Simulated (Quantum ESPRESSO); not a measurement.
Runs of Quantum ESPRESSO 7.5 on Sr. Symmetry: Fm-3m, No. 225, cubic system. Conventional cell: a = 6.085 Å, b = 6.085 Å, c = 6.085 Å, α = 90.00°, β = 90.00°, γ = 90.00°. Around Sr (site symmetry m-3m) lie 12 Sr at 4.30 Å. 

```tsv
level	k mesh	symmetry	SCF threshold	form of the LDA correlation	gap on the mesh (eV)	pressure (GPa)
revTPSS	6 × 6 × 6	off	1e-08 Ry	-	none	-0.4
PBE	8 × 8 × 8	-	2e-10 Ry	-	none	-0.3
SCAN	6 × 6 × 6	off	1e-08 Ry	-	none	0.0
PW91	8 × 8 × 8	-	2e-10 Ry	-	none	-0.4
r2SCAN	6 × 6 × 6	off	1e-08 Ry	-	none	0.0
RPBE	8 × 8 × 8	-	2e-10 Ry	-	none	0.3
LDA	8 × 8 × 8	-	2e-10 Ry	PZ81	none	-1.6
PBEsol	8 × 8 × 8	-	2e-10 Ry	-	none	(a)
```

Alike in all rows: task band structure; potentials or basis SG15 PBE 1.2; no spin polarisation; cell as given; cutoff (eV) 925; smearing fermi-dirac 0.05 eV.

Problem. Estimate the missing entries.

Solution. (a) -0.9.

Caveats: the potentials were made for another functional, which shifts forces and pressure (some runs); some levels on the path didn't converge (some runs).

A k mesh can miss the band edges, and the runs leave out spin-orbit coupling on Sr.

A gap of «none» marks a metal or a gap under the smearing width.
